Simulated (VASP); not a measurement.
# K (Cmcm) in VASP: single point with PBEsol

Aim: the single point of K with PBEsol.

Program: VASP 6.6.1. These are calculated values, not measurements. Logs are shortened: lines on timing, memory, paths and dates and some standing lists are left out, and cuts for length are marked.

## (1) Starting point

It takes space group Cmcm (No. 63, orthorhombic). The conventional cell has a = 4.698 Å, b = 8.049 Å, c = 7.528 Å, α = 90.00°, β = 90.00°, γ = 90.00°.

This isn't the form of K at room conditions, which is bcc.

## (2) Single point, PBEsol

Contents of INCAR:

```
SYSTEM = K
PREC = Accurate
ENCUT = 520
EDIFF = 1E-7
ISMEAR = 0
SIGMA = 0.1
LREAL = .FALSE.
LASPH = .TRUE.
NELM = 100
ALGO = Fast
ISIF = 2
LWAVE = .FALSE.
LCHARG = .FALSE.
GGA = PS
NBANDS = 16
```

Contents of KPOINTS:

```
regular mesh
0
G
  10 10 6
  0 0 0
```

Contents of POSCAR:

```
K
1.0
    2.3491140167     -4.0243064581      0.0000000000
    2.3491140167      4.0243064581      0.0000000000
    0.0000000000      0.0000000000      7.5280350942
K
2
Direct
    0.8308971042      0.1691028958      0.2500000000
    0.1691028958      0.8308971042      0.7500000000
```

Potentials or basis: VASP PAW PBE potentials, release 64 (K_sv).

Launch:

```bash
$ cat potpaw_PBE.64/K_sv/POTCAR > POTCAR
$ mpirun -np 1 vasp_std > vasp.out
```

OUTCAR:

```text
SYSTEM = K
   PREC = Accurate
   ENCUT = 520
   EDIFF = 1E-7
   ISMEAR = 0
   LREAL = .FALSE.
   LASPH = .TRUE.
   NELM = 100
   ISIF = 2
   GGA = PS

 ion  position               nearest neighbor table
   1  0.831  0.169  0.250-
   2  0.169  0.831  0.750-

  LATTYP: Found a base centered orthorhombic cell.
 ALAT       =     4.6982280334
 B/A-ratio  =     1.7131167025
 C/A-ratio  =     1.6023136895

  Lattice vectors:

 A1 = (   2.3491140167,  -4.0243064581,   0.0000000000)
 A2 = (   2.3491140167,   4.0243064581,   0.0000000000)
 A3 = (   0.0000000000,   0.0000000000,   7.5280350942)

Analysis of symmetry for initial positions (statically):
=====================================================================
 Subroutine PRICEL returns:
 Original cell was already a primitive cell.

 Routine SETGRP: Setting up the symmetry group for a
 base centered orthorhombic supercell.

 Subroutine GETGRP returns: Found  8 space group operations
 (whereof  4 operations were pure point group operations)
 out of a pool of  8 trial point group operations.

The static configuration has the point symmetry C_2h.
 The point group associated with its full space group is D_2h.

Analysis of symmetry for dynamics (positions and initial velocities):
=====================================================================
 Subroutine PRICEL returns:
 Original cell was already a primitive cell.

 Routine SETGRP: Setting up the symmetry group for a
 base centered orthorhombic supercell.

 Subroutine GETGRP returns: Found  8 space group operations
 (whereof  4 operations were pure point group operations)
 out of a pool of  8 trial point group operations.

The dynamic configuration has the point symmetry C_2h.
 The point group associated with its full space group is D_2h.

 Subroutine INISYM returns: Found  8 space group operations
 (whereof  4 operations are pure point group operations),
 and found     1 'primitive' translations

----------------------------------------------------------------------------------------

                                     Primitive cell

  volume of cell :     142.3334

  direct lattice vectors                    reciprocal lattice vectors
     2.349114017 -4.024306458  0.000000000     0.212846203 -0.124245011  0.000000000
     2.349114017  4.024306458  0.000000000     0.212846203  0.124245011  0.000000000
     0.000000000  0.000000000  7.528035094     0.000000000  0.000000000  0.132836788

[... 83 lines left out ...]
   EDIFF  = 0.1E-06   stopping-criterion for ELM
   LREAL  =      F    real-space projection
   EDIFFG = 0.1E-05   stopping-criterion for IOM
   NSW    =      0    number of steps for IOM
   IBRION =     -1    ionic relax: 0-MD 1-quasi-New 2-CG
   NFREE  =      0    steps in history (QN), initial steepest desc. (CG)
   ISIF   =      2    stress and relaxation
   ISYM   =      2    0-nonsym 1-usesym 2-fastsym
   POTIM  = 0.5000    time-step for ionic-motion
   TEBEG  =    0.0;   TEEND  =   0.0 temperature during run
   PSTRESS=    0.0 pullay stress
   NELECT =      18.0000    total number of electrons
   NUPDOWN=      -1.0000    fix difference up-down
   EMIN   =  10.00;   EMAX   =-10.00  energy-range for DOS
   EFERMI =   0.00;   METHOD = LEGACY
   ISMEAR =     0;   SIGMA  =   0.10  broadening in eV -4-tet -1-fermi 0-gaus
   EFERMI_NEDOS =   21; number of points for ismear=-14 and -15
   IALGO  =     68    algorithm
   IMIX   =      4    mixing-type and parameters
     AMIX     =   0.40;   BMIX     =  1.00
     AMIX_MAG =   1.60;   BMIX_MAG =  1.00
  volume/ion in A,a.u.               =      71.17       480.26
  Fermi-wavevector in a.u.,A,eV,Ry     =   0.821732  1.552848  9.187240  0.675243
  Thomas-Fermi vector in A             =   1.932942
   LORBIT       =      0    0 simple, 1 ext, 2 COOP (PROOUT), +10 PAW based schemes
   GGA     = PS    functional components
   LHFCALC =     F    Hartree Fock is set to
   AEXX    =    0.0000 exact exchange contribution
   IVDW    =     0    specifies the selected vdW correction
   LEPSILON=     F    determine dielectric tensor
   LRPA    =     F    only Hartree local field effects (RPA)
 non-spin polarized calculation
 RMM-DIIS sequential band-by-band and
 Gauss-broadening in eV      SIGMA  =   0.10
  energy-cutoff  :      520.00
  volume of cell :      142.33
 maximum number of plane-waves:      3849
   NGX = 17   NGY = 17   NGZ = 27

 number of electron      18.0000001 magnetization

 Free energy of the ion-electron system (eV)
  ---------------------------------------------------
  ext. energy  EPLUGINS =         0.00000000
  ---------------------------------------------------
  free energy    TOTEN  =        -2.27270016 eV

  energy without entropy =       -2.26586822  energy(sigma->0) =       -2.26928419

 E-fermi :  -0.1116     XC(G=0):  -5.7784

 val. band max:       -0.1489311340   @ k =   0.5000   0.3000   0.3333
 cond. band min:      -0.0930195001   @ k =   0.4000   0.0000   0.5000
 fundamental gap:      0.0559116339
 Fermi energy:        -0.1115615626

 k-point     1 :       0.0000    0.0000    0.0000
  band No.  band energies     occupation
      1     -32.0630      2.00000
      2     -32.0582      2.00000
      3     -15.6498      2.00000
      4     -15.5837      2.00000
      5     -15.5823      2.00000
      6     -15.5717      2.00000
[... 433 lines left out ...]
      3     -15.6287      2.00000
      4     -15.6193      2.00000
      5     -15.6126      2.00000
      6     -15.6073      2.00000
[... 8 lines left out ...]
     15       2.9236      0.00000
     16       3.9630      0.00000

 [... further k-points ...]

------------------------ aborting loop because EDIFF is reached ----------------------------------------

  FORCE on cell =-STRESS in cart. coord.  units (eV):
  Direction    XX          YY          ZZ          XY          YZ          ZX
  --------------------------------------------------------------------------------------
  -------------------------------------------------------------------------------------
  Total       -0.0264776     -0.0046369      0.0029459      0.0000000      0.0000000      0.0000000
  in kB       -0.2980450     -0.0521954      0.0331602      0.0000000      0.0000000      0.0000000
  external PRESSURE =      -0.1056934 kB  Pullay stress =       0.0000000 kB

 VOLUME and BASIS-vectors are now :
 -----------------------------------------------------------------------------
  energy-cutoff  :      520.00
  volume of cell :      142.33
      direct lattice vectors                 reciprocal lattice vectors
     2.349114017 -4.024306458  0.000000000     0.212846203 -0.124245011  0.000000000
     2.349114017  4.024306458  0.000000000     0.212846203  0.124245011  0.000000000
     0.000000000  0.000000000  7.528035094     0.000000000  0.000000000  0.132836788

 POSITION                                       TOTAL-FORCE (eV/Angst)
 -----------------------------------------------------------------------------------
      2.34911     -2.66326      1.88201         0.000000      0.000155      0.000000
      2.34911      2.66326      5.64603         0.000000     -0.000155     -0.000000
 -----------------------------------------------------------------------------------
    total drift:                                0.000000      0.000000     -0.000000

  FREE ENERGIE OF THE ION-ELECTRON SYSTEM (eV)
  ---------------------------------------------------
  free  energy   TOTEN  =        -2.2727001571 eV

  energy  without entropy=       -2.2658682229  energy(sigma->0) =       -2.26928419
```

stdout:

```text
POSCAR found type information on POSCAR K
 POSCAR found :  1 types and       2 ions
 scaLAPACK will be used
 -----------------------------------------------------------------------------
|                                                                             |
|                                                                             |
|     You enforced a specific xc type in the INCAR file but a different       |
|     I HOPE YOU KNOW WHAT YOU ARE DOING!                                     |
|                                                                             |
 -----------------------------------------------------------------------------

 LDA part: xc-table for (Slater+PW92), standard interpolation
 POSCAR, INCAR and KPOINTS ok, starting setup
 FFT: planning ... GRIDC
 FFT: planning ... GRID_SOFT
 FFT: planning ... GRID
 WAVECAR not read
 entering main loop
WARNING in EDDRMM: call to ZHEGV failed, returncode =   8  4      9
 num prob WARNING in EDDRMM: call to ZHEGV failed, returncode =   8  4     12
 num prob  num prob WARNING in EDDRMM: call to ZHEGV failed, returncode =   8  4     11
 num prob  num prob WARNING in EDDRMM: call to ZHEGV failed, returncode =   8  4     14
 num prob WARNING in EDDRMM: call to ZHEGV failed, returncode =   8  4     11
 num prob  num prob RMM:  15    -0.227270013705E+01   -0.14934E-06   -0.54529E-07  5383   0.326E-03    0.598E-05
 num prob  num prob WARNING in EDDRMM: call to ZHEGV failed, returncode =   6  3     13
 num prob  num prob  num prob  num prob RMM:  16    -0.227270015709E+01   -0.20041E-07   -0.30825E-07  4704   0.243E-03
```

Wall time 4 min (1 thread of Intel Xeon Platinum 8259CL at 2.50GHz (Skylake/Cascade Lake), shared host); peak memory 0.39 GiB.

Results:

| Item | Value |
| --- | --- |
| Free energy | -2.2727 eV |
| Pressure | 0.0 GPa |
| Band gap on the k mesh | none (metal or under the smearing width) |

Caveat: the PAW data sets were made with another functional, which shifts forces and pressure a little.
